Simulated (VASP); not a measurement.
The system is Cu3Au (Auricupride).

```
Au Cu
1.0
     3.74000    0.00000    0.00000
     0.00000    3.74000    0.00000
     0.00000    0.00000    3.74000
Au Cu
1 3
Direct
  0.00000 0.00000 0.00000
  0.50000 0.50000 0.00000
  0.50000 0.00000 0.50000
  0.00000 0.50000 0.50000
```

Base run:

| Quantity | Value |
| --- | --- |
| Program | VASP 6.6.1 |
| Functional | BLYP |
| Potentials or basis | VASP PAW PBE potentials, release 64 (Au, Cu) |
| Cutoff | 520 eV |
| k mesh | 7 × 7 × 7 |
| Occupations | fermi-dirac, width 0.05 eV |
| Spin | no spin polarisation |

Its results: pressure 14.9 GPa.

**Question.** The run is repeated on the same cell with these changes: functional from BLYP to PBE; occupations from fermi-dirac, width 0.05 eV to gaussian, width 0.011 eV. What comes out?

**Answer.** Pressure 5.3 GPa.

Caveats: the PAW data sets were made with another functional, which shifts forces and pressure a little (some runs).
